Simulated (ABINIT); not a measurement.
# WS2 (R3m) in ABINIT: further runs

One crystal, WS2, is run at these levels: PBE, LDA, PBEsol, RPBE; tasks: single point.

All numbers are computed with ABINIT 10.8.3 (patched build); they aren't measurements. Logs are shortened: lines on timing, memory, paths and dates and some standing lists are left out, and cuts for length are marked. The log counts tension as positive stress, the text compression.

## (1) The structure

The structure is trigonal, space group R3m (No. 160). The conventional cell has a = 3.158 Å, b = 3.158 Å, c = 18.490 Å, α = 90.00°, β = 90.00°, γ = 120.00°. W (site symmetry 3m) is surrounded by 6 S at 2.39 to 2.42 Å. S (site symmetry 3m) is surrounded by 3 W at 2.42 Å. S (site symmetry 3m) has 3 W at 2.39 Å as nearest neighbours.

Measurements of this composition are mostly on another form, of space group No. 194.

## (2) Single point, PBE

run.abi

```
# Pseudopotentials
pp_dirpath "./"
pseudos "W.GGA_PBE-JTH.xml, S.GGA_PBE-JTH.xml"

# Structure
acell 3*1.0 Angstrom
rprim
     1.5790000000     0.9116360751     6.1633333333
    -1.5790000000     0.9116360751     6.1633333333
     0.0000000000    -1.8232721501     6.1633333333
ntypat 2
znucl 74 16
natom 3
typat 1 2 2
xred
     0.0000000000     0.0000000000     0.0000000000
     0.5810000000     0.5810000000     0.5810000000
     0.7503000000     0.7503000000     0.7503000000

# Plane-wave basis
ecut 24.0
pawecutdg 46.0
pawxcdev 0

# k points
kptopt 1
ngkpt 10 10 10
nshiftk 1
shiftk 0.0 0.0 0.0

# Exchange and correlation
ixc 11

# Bands and occupations
nband 17
occopt 3
tsmear 0.05 eV

# SCF cycle
nstep 100
tolvrs 1.0e-9

# Output
iomode 3
prtwf 0
prtden 0
prteig 0
prtebands 0
enunit 1
```

Potentials or basis: JTH PAW PBE v2.0.

Started as:

```bash
$ abinit run.abi > log 2>&1
```

run.abo:

```text
.Version 10.8.3 of ABINIT
 Symmetries : space group R3 m (#160); Bravais hR (rhombohedral)
================================================================================
 Values of the parameters that define the memory need of the present run
     intxc =       0    ionmov =       0      iscf =      17    lmnmax =      18
     lnmax =       6     mgfft =      54  mpssoang =       3    mqgrid =    3001
     natom =       3  nloc_mem =       2    nspden =       1   nspinor =       1
    nsppol =       1      nsym =       6    n1xccc =       1    ntypat =       2
    occopt =       3   xclevel =       2
       mpw =        2054          nfft =      157464          nkpt =         116
 PAW method is used; the additional fine FFT grid is defined by:
   mgfftf=        80    nfftf =    512000
================================================================================
================================================================================

--------------------------------------------------------------------------------
------------- Echo of variables that govern the present computation ------------
--------------------------------------------------------------------------------
 -outvars: echo values of preprocessed input variables --------
            acell      1.8897261259E+00  1.8897261259E+00  1.8897261259E+00 Bohr
              amu      1.83850000E+02  3.20660000E+01
             ecut      2.40000000E+01 Hartree
           enunit           1
                       outvar_i_n : Printing only first  50 k-points.
              ixc          11
                       outvar_i_n : Printing only first  50 k-points.
         kptrlatt       10    0    0      0   10    0      0    0   10
          kptrlen      5.96775511E+01
            natom           3
            nband          17
            ngfft          54      54      54
          ngfftdg          80      80      80
             nkpt         116
            nstep         100
             nsym           6
           ntypat           2
                       prtocc : prtvol=0, do not print more k-points.
           occopt           3
        pawecutdg      4.60000000E+01 Hartree
         pawxcdev           0
           prtden           0
        prtebands           0
           prteig           0
            prtwf           0
            rprim      1.5790000000E+00  9.1163607510E-01  6.1633333333E+00
                      -1.5790000000E+00  9.1163607510E-01  6.1633333333E+00
                       0.0000000000E+00 -1.8232721501E+00  6.1633333333E+00
          spgroup         160
           tolvrs      1.00000000E-09
           tsmear      1.83746611E-03 Hartree
            typat      1  2  2
           useylm           1
                       outvars : Printing only first  50 k-points.
           xangst      0.0000000000E+00  0.0000000000E+00  0.0000000000E+00
                      -5.5134224817E-17  5.8099958856E-11  1.0742690000E+01
                       2.5393573261E-16  7.5029893182E-11  1.3873047000E+01
            xcart      0.0000000000E+00  0.0000000000E+00  0.0000000000E+00
                      -1.0418858507E-16  1.0979301016E-10  2.0300741955E+01
                       4.7986898822E-16  1.4178594937E-10  2.6216259362E+01
             xred      0.0000000000E+00  0.0000000000E+00  0.0000000000E+00
                       5.8100000000E-01  5.8100000000E-01  5.8100000000E-01
                       7.5030000000E-01  7.5030000000E-01  7.5030000000E-01
            znucl       74.00000   16.00000

================================================================================

 chkinp: Checking input parameters for consistency.

================================================================================
== DATASET  1 ==================================================================

--- !DatasetInfo
iteration_state: {dtset: 1, }
dimensions: {natom: 3, nkpt: 116, mband: 17, nsppol: 1, nspinor: 1, nspden: 1, mpw: 2054, }
cutoff_energies: {ecut:  24.0, pawecutdg:  46.0, }
electrons: {nelect:   2.60000000E+01, charge:   0.00000000E+00, occopt:   3.00000000E+00, tsmear:   1.83746611E-03, }
meta: {optdriver: 0, ionmov: 0, optcell: 0, iscf: 17, paral_kgb: 0, }
...

 Exchange-correlation functional for the present dataset will be:
  GGA: Perdew-Burke-Ernzerhof functional - ixc=11
  J.P.Perdew, K.Burke, M.Ernzerhof, PRL 77, 3865 (1996)

 Real(R)+Recip(G) space primitive vectors, cartesian coordinates (Bohr,Bohr^-1):
 R(1)=  2.9838776  1.7227425 11.6470120  G(1)=  0.1675672  0.0967450  0.0286196
 R(2)= -2.9838776  1.7227425 11.6470120  G(2)= -0.1675672  0.0967450  0.0286196
 R(3)=  0.0000000 -3.4454850 11.6470120  G(3)=  0.0000000 -0.1934899  0.0286196
 Unit cell volume ucvol=  3.5922549E+02 bohr^3
 Angles (23,13,12)=  2.84426739E+01  2.84426739E+01  2.84426739E+01 degrees

 Coarse grid specifications (used for wave-functions):

 getcut: wavevector=  0.0000  0.0000  0.0000  ngfft=  54  54  54
         ecut(hartree)=     24.000   => boxcut(ratio)=   2.01656

 Fine grid specifications (used for densities):

 getcut: wavevector=  0.0000  0.0000  0.0000  ngfft=  80  80  80
         ecut(hartree)=     46.000   => boxcut(ratio)=   2.15744

--- Pseudopotential description ------------------------------------------------
- pspini: atom type   1  psp file is ./W.GGA_PBE-JTH.xml
 Pseudopotential format is: paw10
 basis_size (lnmax)=  6 (lmn_size= 18), orbitals=   0   0   1   1   2   2
 Spheres core radius: rc_sph= 2.41188978
 Shapefunction is BESSEL type: shapef(r,l)=aa(1,l)*jl(q(1,l)*r)+aa(2,l)*jl(q(2,l)*r)
 Radius for shape functions =  2.10354610
 Compensation charge density is not taken into account in XC energy/potential

- pspini: atom type   2  psp file is ./S.GGA_PBE-JTH.xml
 Pseudopotential format is: paw10
 basis_size (lnmax)=  4 (lmn_size=  8), orbitals=   0   0   1   1
 Spheres core radius: rc_sph= 1.90380259
 Shapefunction is SIN type: shapef(r)=[sin(pi*r/rshp)/(pi*r/rshp)]**2
 Radius for shape functions =  1.40128485
 Compensation charge density is not taken into account in XC energy/potential

   1.39209700E+03                                ecore*ucvol(ha*bohr**3)
--------------------------------------------------------------------------------

[... 22 lines left out ...]
 ETOT 14  -89.769304860438     1.120E-11 2.778E-05 1.296E-08
 ETOT 15  -89.769304860452    -1.400E-11 9.895E-06 1.532E-09
 ETOT 16  -89.769304860454    -2.018E-12 6.845E-06 2.969E-10

 At SCF step   16       nres2   =  2.97E-10 < tolvrs=  1.00E-09 =>converged.

 Cartesian components of stress tensor (hartree/bohr^3)
  sigma(1 1)= -1.52857781E-04  sigma(3 2)= -5.75172258E-14
  sigma(2 2)= -1.52857782E-04  sigma(3 1)=  0.00000000E+00
  sigma(3 3)= -1.67800813E-04  sigma(2 1)=  0.00000000E+00

--- !ResultsGS
iteration_state: {dtset: 1, }
comment   : Summary of ground state results
lattice_vectors:
- [  2.9838776,   1.7227425,  11.6470120, ]
- [ -2.9838776,   1.7227425,  11.6470120, ]
- [  0.0000000,  -3.4454850,  11.6470120, ]
lattice_lengths: [  12.14596,   12.14596,   12.14596, ]
lattice_angles: [ 28.443,  28.443,  28.443, ] # degrees, (23, 13, 12)
lattice_volume:   3.5922549E+02
convergence: {deltae: -2.018E-12, res2:  2.969E-10, residm:  6.845E-06, diffor: null, }
etotal    :  -8.97693049E+01
entropy   :   0.00000000E+00
fermie    :   2.94516184E-01
cartesian_stress_tensor: # hartree/bohr^3
- [ -1.52857781E-04,   0.00000000E+00,   0.00000000E+00, ]
- [  0.00000000E+00,  -1.52857782E-04,  -5.75172258E-14, ]
- [  0.00000000E+00,  -5.75172258E-14,  -1.67800813E-04, ]
pressure_GPa:   4.6438E+00
xred      :
- [  0.0000E+00,   0.0000E+00,   0.0000E+00,  W]
- [  5.8100E-01,   5.8100E-01,   5.8100E-01,  S]
- [  7.5030E-01,   7.5030E-01,   7.5030E-01,  S]
cartesian_forces: # hartree/bohr
- [  3.25651492E-19,   2.94968770E-18,  -1.18882897E-02, ]
- [ -2.89401661E-19,  -2.08125024E-18,   1.65114175E-03, ]
- [ -3.62498310E-20,  -8.68437452E-19,   1.02371479E-02, ]
force_length_stats: {min:   1.65114175E-03, max:   1.18882897E-02, mean:   7.92552645E-03, }
...

 Integrated electronic density in atomic spheres:
 ------------------------------------------------
 Atom  Sphere_radius  Integrated_density
    1        2.41189         11.75765835
    2        1.90380          3.61920417
    3        1.90380          3.63712989

================================================================================

 ----iterations are completed or convergence reached----

 Mean square residual over all n,k,spin=   89.199E-10; max=  68.454E-07
 reduced coordinates (array xred) for    3 atoms
       0.000000000000      0.000000000000      0.000000000000
       0.581000000000      0.581000000000      0.581000000000
       0.750300000000      0.750300000000      0.750300000000
 rms dE/dt=  1.0608E-01; max dE/dt=  1.3868E-01; dE/dt below (all hartree)
    1       0.138679222458      0.138679222458      0.138679222458
    2      -0.019014698204     -0.019014698204     -0.019014698204
    3      -0.119016015278     -0.119016015278     -0.119016015278

 cartesian coordinates (angstrom) at end:
    1      0.00000000000000     0.00000000000000     0.00000000000000
    2     -0.00000000000000     0.00000000005810    10.74268999994190
    3      0.00000000000000     0.00000000007503    13.87304699992497

 cartesian forces (hartree/bohr) at end:
    1      0.00000000000000     0.00000000000000    -0.01188828967726
    2     -0.00000000000000    -0.00000000000000     0.00165114175423
    3     -0.00000000000000    -0.00000000000000     0.01023714792303
 frms,max,avg= 5.2583996E-03 1.1888290E-02   0.000E+00  0.000E+00 -1.856E-05 h/b

 cartesian forces (eV/Angstrom) at end:
    1      0.00000000000000     0.00000000000000    -0.61132043437664
    2     -0.00000000000000    -0.00000000000000     0.08490512275645
    3     -0.00000000000000    -0.00000000000000     0.52641531162019
 frms,max,avg= 2.7039778E-01 6.1132043E-01   0.000E+00  0.000E+00 -9.544E-04 e/A
 length scales=  1.889726125908  1.889726125908  1.889726125908 bohr
              =  1.000000000000  1.000000000000  1.000000000000 angstroms
 Fermi (or HOMO) energy (eV) =   8.01419   Average Vxc (eV)= -10.99496
 Eigenvalues (   eV  ) for nkpt= 116  k points:
 kpt#   1, nband= 17, wtk=  0.00100, kpt=  0.0000  0.0000  0.0000 (reduced coord)
 -67.13896  -31.39267  -31.21851  -31.21851   -8.15464   -6.15695   -0.13123    3.99556
   3.99556    5.24648    5.24648    5.95384    6.32990    9.71986    9.71986   10.06074
  10.06074
 prteigrs : prtvol=0 or 1, do not print more k-points.

--- !EnergyTerms
iteration_state     : {dtset: 1, }
comment             : Components of total free energy in Hartree
kinetic             :  1.58468461540013E+01
hartree             :  2.79247346607074E+01
xc                  : -1.51087658605057E+01
Ewald energy        : -5.99631140346701E+01
psp_core            :  3.87527347552344E+00
local_psp           : -6.99598920232438E+01
PAW spherical_terms :  7.61561371247125E+00
internal            : -8.97693039157161E+01
'-kT*entropy'       : -1.05051122929341E-08
total_energy        : -8.97693039262212E+01
total_energy_eV     : -2.44274720216926E+03
...

--- !EnergyTermsDC
iteration_state     : {dtset: 1, }
comment             : '"Double-counting" decomposition of free energy'
band_energy         : -1.09102659563630E+01
Ewald energy        : -5.99631140346701E+01
psp_core            :  3.87527347552344E+00
xc_dc               : -3.11246535473190E+01
PAW spherical_terms :  8.35345521287931E+00
internal            : -8.97693048499494E+01
'-kT*entropy'       : -1.05051122929341E-08
total_energy_dc     : -8.97693048604545E+01
total_energy_dc_eV  : -2.44274722759105E+03
...

--- !EnergyTermsWithPAWCore
iteration_state     : {dtset: 1, }
comment             : 'Components of total free energy, including PAW core contributions'
Total energy        : -1.69414139346433E+04
Total energy DC     : -1.69414139355775E+04
Total energy (eV)   : -4.60999358128622E+05
Total energy DC (eV): -4.60999358154044E+05
...

 Cartesian components of stress tensor (hartree/bohr^3)
  sigma(1 1)= -1.52857781E-04  sigma(3 2)= -5.75172258E-14
  sigma(2 2)= -1.52857782E-04  sigma(3 1)=  0.00000000E+00
  sigma(3 3)= -1.67800813E-04  sigma(2 1)=  0.00000000E+00

-Cartesian components of stress tensor (GPa)         [Pressure=  4.6438E+00 GPa]
- sigma(1 1)= -4.49723119E+00  sigma(3 2)= -1.69221521E-09
- sigma(2 2)= -4.49723121E+00  sigma(3 1)=  0.00000000E+00
- sigma(3 3)= -4.93687035E+00  sigma(2 1)=  0.00000000E+00

== END DATASET(S) ==============================================================
================================================================================

 -outvars: echo values of variables after computation  --------
            acell      1.8897261259E+00  1.8897261259E+00  1.8897261259E+00 Bohr
           etotal     -8.9769304860E+01
            fcart      3.2565149232E-19  2.9496876954E-18 -1.1888289677E-02
                      -2.8940166128E-19 -2.0812502439E-18  1.6511417542E-03
                      -3.6249831046E-20 -8.6843745151E-19  1.0237147923E-02
            rprim      1.5790000000E+00  9.1163607510E-01  6.1633333333E+00
                      -1.5790000000E+00  9.1163607510E-01  6.1633333333E+00
                       0.0000000000E+00 -1.8232721501E+00  6.1633333333E+00
           strten     -1.5285778139E-04 -1.5285778177E-04 -1.6780081267E-04
                      -5.7517225758E-14  0.0000000000E+00  0.0000000000E+00
           xangst      0.0000000000E+00  0.0000000000E+00  0.0000000000E+00
                      -5.5134224817E-17  5.8099958856E-11  1.0742690000E+01
                       2.5393573261E-16  7.5029893182E-11  1.3873047000E+01
             xred      0.0000000000E+00  0.0000000000E+00  0.0000000000E+00
                       5.8100000000E-01  5.8100000000E-01  5.8100000000E-01
                       7.5030000000E-01  7.5030000000E-01  7.5030000000E-01
 Calculation completed.
```

Wall time 6.7 min (1 thread of Intel Xeon Platinum 8488C (Sapphire Rapids), shared host); peak memory 0.39 GiB.

What came out:

- Free energy: -2442.7472 eV
- Pressure: 4.6 GPa
- Largest force: 0.611 eV/Å
- Band gap on the k mesh: 1.07 eV, indirect (least direct gap 2.24 eV)
- Valence electrons inside the program's atomic spheres: W 11.76; S 3.62, 3.64

Forces on the atoms (eV/Å):
```
W    0.000  0.000 -0.611
S    0.000  0.000  0.085
S    0.000  0.000  0.526
```

Caveat: spin-orbit coupling is left out, which moves the levels of the heavy elements.

## (3) Single point, LDA

Changes to run.abi since step 2:

```diff
@@ -22,3 +22,2 @@
 pawecutdg 46.0
-pawxcdev 0
 
@@ -31,3 +30,3 @@
 # Exchange and correlation
-ixc 11
+ixc 7
```

Potentials or basis: JTH PAW PBE v2.0.

Started as:

```bash
$ abinit run.abi > log 2>&1
```

Run time: 6.6 min. Hardware: 1 thread of Intel Xeon Platinum 8488C (Sapphire Rapids), shared host; peak memory 0.34 GiB.

Results (log left out):

```yaml
Free_energy: -2452.8498 eV
Pressure: -3.2 GPa
Largest_force: 0.585 eV/Å
Band_gap_on_the_k_mesh: 0.99 eV, indirect (least direct gap 2.22 eV)
Valence_electrons_inside_the_program's_atomic_spheres: W 11.80; S 3.60, 3.62
```

Forces on the atoms (eV/Å):
```
W    0.000  0.000 -0.585
S    0.000  0.000  0.511
S    0.000  0.000  0.074
```

Stress tensor (GPa, compression positive):
```
-3.32  0.00  0.00
 0.00 -3.32  0.00
 0.00  0.00 -2.94
```

Levels at points of the mesh, in eV from the valence-band top:
| k point | band 11 | band 12 | band 13 | band 14 | band 15 | band 16 |
| --- | --- | --- | --- | --- | --- | --- |
| (0.00, 0.00, 0.00) | -2.28 | -1.53 | -1.24 | 2.17 | 2.17 | 2.53 |
| (0.50, 0.00, 0.00) | -2.54 | -1.77 | -1.72 | 2.25 | 2.54 | 3.56 |
| (0.50, 0.50, 0.00) | -3.17 | -1.98 | -1.53 | 2.20 | 2.65 | 3.15 |
| (0.50, 0.50, 0.50) | -2.25 | -2.25 | 0.00 | 2.29 | 2.29 | 2.37 |

Caveat: the PAW data sets were made with another functional, which shifts forces and pressure a little; spin-orbit coupling is left out, which moves the levels of the heavy elements. A k mesh can miss the band edges.

## (4) Single point, PBEsol

Changes to run.abi since step 3:

```diff
@@ -22,2 +22,3 @@
 pawecutdg 46.0
+pawxcdev 0
 
@@ -30,3 +31,3 @@
 # Exchange and correlation
-ixc 7
+ixc -116133
```

Started as:

```bash
$ abinit run.abi > log 2>&1
```

Wall time 6.9 min (1 thread of Intel Xeon Platinum 8488C (Sapphire Rapids), shared host); peak memory 0.39 GiB.

Results (log left out):

```yaml
Free_energy: -2443.6984 eV
Pressure: -0.4 GPa
Largest_force: 0.601 eV/Å
Band_gap_on_the_k_mesh: 1.02 eV, indirect (least direct gap 2.23 eV)
Valence_electrons_inside_the_program's_atomic_spheres: W 11.77; S 3.60, 3.62
```

Forces on the atoms (eV/Å):
```
W    0.000  0.000 -0.601
S    0.000  0.000  0.332
S    0.000  0.000  0.268
```

Stress tensor (GPa, compression positive):
```
-0.71  0.00  0.00
 0.00 -0.71  0.00
 0.00  0.00  0.26
```

Levels at points of the mesh, in eV from the valence-band top:
```
           k point  band 9  band 10  band 11  band 12  band 13  band 14  band 15  band 16  band 17
(0.00, 0.00, 0.00)   -3.54    -2.28    -2.28    -1.56    -1.23     2.18     2.18     2.55     2.55
(0.50, 0.00, 0.00)   -5.32    -4.16    -2.56    -1.80    -1.74     2.29     2.58     3.58     3.86
(0.50, 0.50, 0.00)   -5.01    -4.08    -3.18    -2.00    -1.56     2.24     2.69     3.18     4.38
(0.50, 0.50, 0.50)   -3.56    -3.56    -2.25    -2.25     0.00     2.30     2.30     2.38     2.38
```

Caveat: the PAW data sets were made with another functional, which shifts forces and pressure a little; spin-orbit coupling is left out, which moves the levels of the heavy elements. PBEsol gaps usually lie below the measured ones, often by a third to a half.

## (5) Single point, RPBE

Changes to run.abi since step 4:

```diff
@@ -31,3 +31,3 @@
 # Exchange and correlation
-ixc -116133
+ixc 15
```

Started as:

```bash
$ abinit run.abi > log 2>&1
```

Wall time 6.8 min (1 thread of Intel Xeon Platinum 8488C (Sapphire Rapids), shared host); peak memory 0.4 GiB.

Results (log left out):

```yaml
Free_energy: -2438.8203 eV
Pressure: 7.3 GPa
Largest_force: 0.620 eV/Å
Band_gap_on_the_k_mesh: 1.11 eV, indirect (least direct gap 2.24 eV)
Valence_electrons_inside_the_program's_atomic_spheres: W 11.75; S 3.62, 3.64
```

Forces on the atoms (eV/Å):
```
W    0.000  0.000 -0.620
S    0.000  0.000  0.019
S    0.000  0.000  0.601
```

Stress tensor (GPa, compression positive):
```
7.13 0.00 0.00
0.00 7.13 0.00
0.00 0.00 7.76
```

Levels at points of the mesh, in eV from the valence-band top:
```csv
k point,band 11,band 12,band 13,band 14,band 15,band 16
"(0.00, 0.00, 0.00)",-2.28,-1.59,-1.17,2.20,2.20,2.53
"(0.50, 0.00, 0.00)",-2.59,-1.83,-1.72,2.33,2.65,3.67
"(0.50, 0.50, 0.00)",-3.17,-2.02,-1.55,2.29,2.76,3.27
"(0.50, 0.50, 0.50)",-2.25,-2.25,0.00,2.30,2.30,2.38
```

Caveat: the PAW data sets were made with another functional, which shifts forces and pressure a little; spin-orbit coupling is left out, which moves the levels of the heavy elements.

## (6) Overview

```tsv
level	gap on the mesh (eV)	pressure (GPa)	largest force (eV/Å)
PBE	1.07	4.6	0.61
LDA	0.99	-3.2	0.58
PBEsol	1.02	-0.4	0.60
RPBE	1.11	7.3	0.62
```

Alike in all rows: task single point; potentials or basis JTH PAW PBE v2.0; no spin polarisation; cell as given; k mesh 10 × 10 × 10; cutoff (eV) 653; smearing fermi-dirac 0.05 eV.

On the cell as given the gap runs from 0.99 eV (LDA) to 1.11 eV (RPBE). The pressure there spans -3.2 GPa (LDA) to 7.3 GPa (RPBE); a positive pressure means that this level wants a larger cell, a negative one a smaller.

Caveats: spin-orbit coupling is left out, which moves the levels of the heavy elements; the PAW data sets were made with another functional, which shifts forces and pressure a little (some runs).

Total energies depend on the potentials used, so only differences within one code and one set of settings carry meaning.
